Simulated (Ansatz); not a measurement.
A run of Ansatz 0.2.0 is set up as follows.

The input input.yaml:

```yaml
crystal:
  lattice:
    - [4.53387605, -2.93796388, -2.84448813]
    - [-4.17915424, -2.17324007, 2.57872365]
    - [-4.67623927, 2.67137974, -2.77803116]
  atoms:
    - { symbol: Ba, position: [0.99294384, 0.49864198, 0.49912084] }
    - { symbol: Ba, position: [0.99811969, 0.99663923, 0.000137] }
    - { symbol: Ti, position: [0.49526869, 0.25090263, 0.73929018] }
    - { symbol: Ti, position: [0.49332958, 0.75157672, 0.24081355] }
    - { symbol: O, position: [0.5108239, 0.50216355, 0.01062875] }
    - { symbol: O, position: [0.51040972, 0.0023124, 0.5087025] }
    - { symbol: O, position: [0.49548448, 0.49573515, 0.49912776] }
    - { symbol: O, position: [0.49557131, 0.99266336, 0.99920158] }
    - { symbol: O, position: [0.01119185, 0.00686691, 0.50886708] }
    - { symbol: O, position: [0.00441694, 0.50249807, 0.00167076] }
hamiltonian:
  xc: blyp
  pseudopotentials: { kind: paw }
  dispersion: d3bj
kpoints:
  mp_grid: { grid: [7, 7, 6] }
scf:
  occupations: { method: fermi_dirac, width: 0.05 }
output:
  forces: true
  stress: true
  eigenvalues: true
relax:
  f_tol: 0.01
  max_steps: 40
  cell: { stress_tol: 0.05 }
```

Potentials or basis: Ansatz PAW.

The run is started by

```console
$ ansatz run input.yaml --threads 4 --pin off --max-ram 11264MiB --backend cpu --events-out ev --progress --plain --runs-dir out
```

(1) What does it give for the band gap on the k mesh?

(2) Predict the relaxed volume.

## Answers

(1) 2.43 eV.

(2) 13.06 Å³/atom.

Caveat: odd divisions of the mesh miss points on the zone boundary, where band edges often lie, so the gap on the mesh can be too wide; the plane-wave basis is chosen anew once the cell has moved, so the energies of steps on either side of that aren't comparable; the pressure holds a Pulay correction of +0.6 GPa for the finite cutoff; spin-orbit coupling is left out, which moves the levels of the heavy elements; the PAW data sets come from PBE, with cores solved anew for the run's functional, which leaves a small shift of forces and pressure.
